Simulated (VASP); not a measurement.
**A VASP 6.6.1 single-point calculation on ZnS**

INCAR

```
PREC = Accurate
IBRION = -1
EDIFF = 1E-7
LCHARG = .FALSE.
LREAL = .FALSE.
NBANDS = 16
GGA = PE
LASPH = .TRUE.
LWAVE = .FALSE.
NELM = 100
ENCUT = 200
ISMEAR = -1
ISIF = 2
SIGMA = 0.02
NSW = 0
```

KPOINTS

```
KPOINTS created by Atomic Simulation Environment
0
Gamma
8 8 8
0 0 0
```

POSCAR

```
Zn S
 1.0000000000000000
     0.0000000000000000    2.6940858343000000    2.7730225492999998
     2.6940858343000000    0.0000000000000000    2.7730225492999998
     2.6940858343000000    2.6940858343000000    0.0000000000000000
 Zn  S
   1   1
Cartesian
  0.0000000000000000  0.0000000000000000  0.0000000000000000
  1.3470429171500000  1.3470429171500000  1.3865112746499997
```

The recommended PBE PAW datasets give the neutral cell 18 valence electrons.

Command

```
mpirun -np 1 vasp_std
```

**Question.** How does this run end, and what does it give?

**Answer.** It converged. Results: gap between bands v and c on the k mesh 2.04 eV; least direct gap on the k mesh 2.04 eV; pressure -36.5 GPa. Band v is the last that the valence electrons fill when counted band by band, and c is the next.

OSZICAR

```
N       E                     dE             d eps       ncg     rms          rms(c)
DAV:   1     0.489716484535E+02    0.48972E+02   -0.53038E+03  1928   0.602E+02
DAV:   2    -0.524127603528E+01   -0.54213E+02   -0.52119E+02  2392   0.154E+02
DAV:   3    -0.693076688707E+01   -0.16895E+01   -0.16880E+01  2184   0.297E+01
DAV:   4    -0.693834045550E+01   -0.75736E-02   -0.75733E-02  2536   0.197E+00
DAV:   5    -0.693839073787E+01   -0.50282E-04   -0.50282E-04  2184   0.148E-01    0.891E+00
DAV:   6    -0.636780003718E+01    0.57059E+00   -0.14005E+00  2416   0.335E+01    0.625E+00
DAV:   7    -0.637434071629E+01   -0.65407E-02   -0.28974E-01  2048   0.302E+00    0.344E+00
DAV:   8    -0.637592806222E+01   -0.15873E-02   -0.10009E-02  2304   0.142E+00    0.422E-01
DAV:   9    -0.637597519476E+01   -0.47133E-04   -0.23629E-03  2064   0.860E-01    0.122E-01
DAV:  10    -0.637611835853E+01   -0.14316E-03   -0.30119E-04  2368   0.155E-01    0.513E-02
DAV:  11    -0.637617617672E+01   -0.57818E-04   -0.10013E-04  2224   0.656E-02    0.128E-02
DAV:  12    -0.637617275405E+01    0.34227E-05   -0.62435E-06  2192   0.245E-02    0.449E-03
DAV:  13    -0.637617323550E+01   -0.48144E-06   -0.18968E-06  2328   0.948E-03    0.633E-03
DAV:  14    -0.637617325148E+01   -0.15981E-07   -0.13021E-07  2328   0.236E-03
   1 F= -.63761733E+01 E0= -.63761733E+01  d E =-.208894E-11
```

These settings aren't sound, so the numbers aren't properties of the crystal.

On sound settings PBE gives a gap of 1.99 eV on its mesh and a pressure of 0.3 GPa for the intended cell.
